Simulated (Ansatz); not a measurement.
Here is an Ansatz 0.2.0 calculation.

Contents of input.yaml:

```yaml
crystal:
  lattice:
    - [-1.75465, 1.75465, 1.75465]
    - [1.75465, -1.75465, 1.75465]
    - [1.75465, 1.75465, -1.75465]
  atoms:
    - { symbol: Li, position: [0.0, 0.0, 0.0] }
hamiltonian:
  xc: pbe
  pseudopotentials: { kind: paw }
kpoints:
  mp_grid: { grid: [11, 11, 11] }
scf:
  occupations: { method: fermi_dirac, width: 0.05 }
output:
  forces: true
  stress: true
  eigenvalues: true
```

Potentials or basis: Ansatz PAW.

Launch:

```bash
$ ansatz run input.yaml --threads 1 --pin off --max-ram 2560MiB --backend cpu --events-out ev --progress --plain --runs-dir out
```

Task: Predict the band gap on the k mesh.

Result: None (metal or under the smearing width).

Task: Predict the pressure.

Result: -0.8 GPa.
